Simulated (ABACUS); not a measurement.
## TiO2 in ABACUS: the effect of basis

The system is TiO2.

```xyz
6
Lattice="4.5690 0.0000 0.0000 0.0000 4.5690 0.0000 0.0000 0.0000 2.9394" Properties=species:S:1:pos:R:3 pbc="T T T"
Ti    0.0000    0.0000    1.4697
Ti    2.2845    2.2845    0.0000
O     1.3904    1.3904    1.4697
O     0.8940    3.6749    0.0000
O     3.6749    0.8940    0.0000
O     3.1785    3.1785    1.4697
```

The cell is a database's computed one.

The cell isn't the ideal one: volume scaled by 0.98.

Alike in all runs:

* Program: ABACUS 3.10.1
* Task: equation of state
* Functional: PBE
* Potentials or basis: PseudoDojo NC SR 0.4.1 PBE standard
* k mesh: 4 × 4 × 6
* Occupations: fermi-dirac, width 0.05 eV
* Spin: no spin polarisation

```csv
basis,cutoff,gap on the mesh (eV),pressure (GPa),largest force (eV/Å)
DZP,1361 eV,1.85,9.9,0.06
TZDP,1361 eV,1.90,9.4,0.10
pw,1143 eV,?,?,?
```

Question: What does the run with basis pw give?

Answer: gap on the mesh 1.93 eV; pressure 8.8 GPa; largest force 0.08 eV/Å.

Caveats: the atomic orbitals were generated for these runs and aren't a published set (some runs); the basis of atomic orbitals isn't converged, which shifts pressures, moduli and gaps (some runs); there are fewer bands than atomic start orbitals, so a level may be missed at k points of high symmetry (some runs).

A k mesh can miss the band edges.
